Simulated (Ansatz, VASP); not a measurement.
**TiTe2 in VASP and in Ansatz**

```xyz
3
Lattice="3.7739 0.0000 0.0000 -1.8870 3.2683 0.0000 0.0000 0.0000 6.5744" Properties=species:S:1:pos:R:3 pbc="T T T"
Ti    0.0000    0.0000    0.0000
Te    1.8870    1.0894    1.6955
Te    0.0000    2.1789    4.8789
```

Alike in both runs: functional r2SCAN; dispersion D3(BJ); k mesh 15 × 15 × 8; occupations gaussian, width 0.1 eV; no spin polarisation.

Ansatz relaxed the structure, and its values are those at the end. VASP's run is a single point on that final structure, the one shown.

|  | VASP | Ansatz |
| --- | --- | --- |
| version | VASP 6.6.1 | Ansatz 0.2.0 |
| potentials or method | VASP PAW PBE potentials, release 64 (Ti_sv, Te) | scalar-relativistic, plane waves, PAW |
| plane-wave cutoff (eV) | 520 | 500 |
| valence electrons in the cell | 24 | 44 |

```csv
,VASP,Ansatz,Ansatz less VASP
gap on the k mesh at the Fermi level (eV),none,none,-
pressure (GPa),0.1,0.0,-0.12
rms of the force components (eV/Å),0.009,0.000,-0.0091
```

A gap of «none» marks a metal or a gap that the smearing closes. The two sets of potentials don't hold the same shells in valence. Ansatz warned: «dispersion_damping_borrowed».

Caveats: the PAW data sets were made with another functional, which shifts forces and pressure a little (VASP). Spin-orbit coupling is left out, which matters for the levels of Te.
